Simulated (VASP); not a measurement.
Crystal: FeS2.

```
Fe S
1.0
     5.41780    0.00000    0.00000
     0.00000    5.41780    0.00000
     0.00000    0.00000    5.41780
Fe S
4 8
Cartesian
  0.0000 0.0000 0.0000
  2.7089 0.0000 2.7089
  2.7089 2.7089 0.0000
  0.0000 2.7089 2.7089
  2.0849 2.0849 2.0849
  0.6240 3.3329 4.7938
  4.7938 0.6240 3.3329
  3.3329 4.7938 0.6240
  3.3329 3.3329 3.3329
  4.7938 2.0849 0.6240
  0.6240 4.7938 2.0849
  2.0849 0.6240 4.7938
```

Base run:

```yaml
Program: VASP 6.6.1
Functional: LDA
Potentials_or_basis: VASP PAW LDA potentials, release 64 (Fe, S)
Cutoff: 420 eV
k_mesh: 6 × 6 × 6
Occupations: gaussian, width 0.02 eV
Spin: no spin polarisation
```

Its results: band gap on the k mesh 0.57 eV, indirect (least direct gap 0.61 eV); pressure -11.9 GPa; largest force 0.384 eV/Å.

Problem. The run is repeated on the same cell with these changes: functional from LDA to PBEsol; potentials or basis from VASP PAW LDA potentials, release 64 (Fe, S) to VASP PAW PBE potentials, release 64 (Fe, S). What comes out?

Solution. Band gap on the k mesh 0.57 eV, indirect (least direct gap 0.61 eV); pressure -7.8 GPa; largest force 0.354 eV/Å.

Caveats: the PAW data sets were made with another functional, which shifts forces and pressure a little (some runs).

A k mesh can miss the band edges.
